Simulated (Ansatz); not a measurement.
# RbBr: the cell at several levels of theory

Aim: relax RbBr built on the zincblende prototype with PBE, r2SCAN, PBEsol, LDA and HSE06 and see how far the functionals disagree on the cell. This is a trial cell built on a prototype, not taken from a measured structure, and it needn't be the compound's ground state.

Program: Ansatz 0.2.0. PAW datasets, plane waves, zero pressure. Simulation only: spin-unpolarised, and no claim that this is the phase found in nature.

**1. The structure to begin with**

Space group F-43m (No. 216), cubic; a = 7.407 Å in the conventional setting, 50.80 Å³ an atom. Around Rb lie 4 Br at 3.21 Å; around Br lie 4 Rb at 3.21 Å.

As a file:

```cif
data_structure
_symmetry_space_group_name_H-M 'P 1'
_symmetry_Int_Tables_number 1
_cell_length_a 5.2377
_cell_length_b 5.2377
_cell_length_c 5.2377
_cell_angle_alpha 60.000
_cell_angle_beta 60.000
_cell_angle_gamma 60.000
_cell_volume 101.60
loop_
_atom_site_label
_atom_site_type_symbol
_atom_site_fract_x
_atom_site_fract_y
_atom_site_fract_z
_atom_site_occupancy
Rb1 Rb 0.00000 0.00000 0.00000 1
Br1 Br 0.25000 0.25000 0.25000 1
```

**2. PBE: cell and atoms**

File input.yaml:

```yaml
crystal:
  lattice:
    - [0.0, 3.7035865068, 3.7035865068]
    - [3.7035865068, 0.0, 3.7035865068]
    - [3.7035865068, 3.7035865068, 0.0]
  atoms:
    - { symbol: Rb, position: [0.0, 0.0, 0.0] }
    - { symbol: Br, position: [0.25, 0.25, 0.25] }
kpoints:
  mp_grid: { grid: [6, 6, 6] }
hamiltonian:
  xc: pbe
scf:
  occupations: { method: fermi_dirac, width: 0.02 }
relax:
  f_tol: 0.005
  cell: {}
```

Launch:

```console
$ ansatz run input.yaml --threads 2 --pin off --max-ram 2211MiB --backend cpu --events-out ev --progress --plain --runs-dir out
```

Further steps of the session: Relaxation with r2SCAN; Relaxation with PBEsol; Relaxing with LDA; Relaxation with HSE06.

What does the calculation give? Wanted: for each run, a; volume; space group; SCF geometries.

As calculated:

```
 level  a (Å)  volume (Å³/atom)  space group  SCF geometries
   PBE  7.786            58.994        F-43m               5
r2SCAN  7.739            57.938        F-43m               4
PBEsol  7.631            55.538        F-43m               4
   LDA  7.456            51.816        F-43m               6
 HSE06  7.746            58.106        F-43m               3
```

**Reading.** The first relaxation changed the volume by +16.1 % from the start. LDA gives the smallest cell and PBE the largest; they differ by 13.9 % in volume, a mean of 4.4 % in length. The meshes differ: PBE 6×6×6, r2SCAN 6×6×6, PBEsol 6×6×6, LDA 6×6×6, HSE06 4×4×4.
